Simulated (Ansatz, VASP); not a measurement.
**Au: VASP beside Ansatz**

Contents of INCAR:

```
SYSTEM = Au
PREC     = Accurate       ! precision mode
ENCUT    = 520            ! plane-wave cutoff, eV
EDIFF    = 1E-6           ! SCF threshold, eV
ISMEAR   = -1             ! smearing method
SIGMA    = 0.05           ! smearing width, eV
LREAL    = .False.        ! projectors in reciprocal space
LASPH    = .True.         ! aspherical terms in the spheres
NELM     = 100            ! most SCF steps
ALGO     = Normal         ! electronic algorithm
ISIF     = 2              ! what is computed and relaxed
LWAVE    = .False.        ! write WAVECAR
LCHARG   = .False.        ! write CHGCAR
GGA      = PS             ! functional
NBANDS   = 12             ! bands
```

File KPOINTS:

```
Automatic mesh
0
Gamma
  16 16 16
  0 0 0
```

POSCAR

```
Au
1.0
    0.0000000000      1.8952868643      1.8952868643
    1.8952868643      0.0000000000      1.8952868643
    1.8952868643      1.8952868643      0.0000000000
Au
1
Direct
    0.0000000000      0.0000000000      0.0000000000
```

Input for Ansatz:

```yaml
crystal:
  lattice:
    - [0.0, 1.8952868643, 1.8952868643]
    - [1.8952868643, 0.0, 1.8952868643]
    - [1.8952868643, 1.8952868643, 0.0]
  atoms:
    - { symbol: Au, position: [0.0, 0.0, 0.0] }
kpoints:
  mp_grid: { grid: [16, 16, 16] }
scf:
  occupations: { method: fermi_dirac, width: 0.05 }
hamiltonian:
  xc: pbesol
  pseudopotentials: { kind: all_electron, lapw: { basis_error: 0.001 } }
output:
  forces: true
  stress: true
  eigenvalues: true
  populations: true
```

Change from the starting cell: volume scaled by 0.8, LAPW.

Alike in both runs: task single point; functional PBEsol; k mesh 16 × 16 × 16; occupations fermi-dirac, width 0.05 eV; no spin polarisation.

|  | VASP | Ansatz |
| --- | --- | --- |
| version | VASP 6.6.1 | Ansatz 0.2.0 |
| potentials or method | VASP PAW PBE potentials, release 64 (Au) | all-electron LAPW, scalar-relativistic |
| plane-wave cutoff (eV) | 520 | see its input |

VASP gave:

| Quantity | Value |
| --- | --- |
| pressure (GPa) | 73.3 |

Question: What did Ansatz give for the same quantities?

Answer: Pressure (GPa): 73.5.

Ansatz ran all-electron here, so the differences hold the error of VASP's frozen core and of both bases.

Caveats: the cell as given lies far from equilibrium; so large a pressure means that the cell lies far from this level's equilibrium, or that cutoff or potentials fall short (VASP); the potentials were made for another functional, which shifts forces and pressure (VASP). The runs have no spin-orbit coupling, so splittings on Au are missing.
